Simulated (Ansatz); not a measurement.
Crystal: W.

```
W
1.0
    -1.58234    1.58234    1.58234
     1.58234   -1.58234    1.58234
     1.58234    1.58234   -1.58234
W
1
Cartesian
  0.0000 0.0000 0.0000
```

Program: Ansatz 0.2.0. Alike in all runs: cell as given. Hardware: 1 thread of Arm Neoverse V1, with other jobs on the host.

Q: Order these runs on this cell by their wall time, lowest first.
A. task projected density of states; level r2SCAN+D4; potentials or basis Ansatz PAW; spin SOC, no magnetisation; k mesh 18 × 18 × 18; cutoff (eV) 500; smearing gaussian 0.05 eV; other keys kpoints.mp_grid.grid = 18 × 18 × 18
B. task optical spectrum; level revPBE+U; potentials or basis Ansatz PAW; spin SOC, no magnetisation; U W d U = 2.0 eV; k mesh 12 × 12 × 12; cutoff (eV) 420; smearing fermi-dirac 0.05 eV; double counting amf; hubbard projectors ortho-atomic (the default); broadening 0.05 eV; other keys scf.lower_state_search = light; hamiltonian.xc = revpbe; …
C. task Wannier functions; level LDA; potentials or basis JTH PAW LDA; spin collinear, ferromagnetic start; k mesh 12 × 12 × 12; cutoff (eV) 1290; smearing fermi-dirac 0.001 eV; other keys scf.occupations.method = fermi_dirac; scf.occupations.width = 0.001; …
D. task Wannier functions; level PBEsol+U; potentials or basis JTH PAW; spin off; U W d U = 3 eV; k mesh 12 × 12 × 12; cutoff (eV) 1290; smearing gaussian 0.025 eV; double counting amf; hubbard projectors ortho-atomic (the default)

A: D (11 s), C (23 s), A (47 s), B (140 s).

Caveats: U without spin polarisation on a metal has little footing (some runs); the U is typed as a test and isn't derived for this compound (some runs); the starting moments weren't kept (some runs); spectra need much finer meshes, so this one isn't converged (some runs); independent-particle spectra lack excitons (some runs).

Runs at the PBE level aren't shown here.
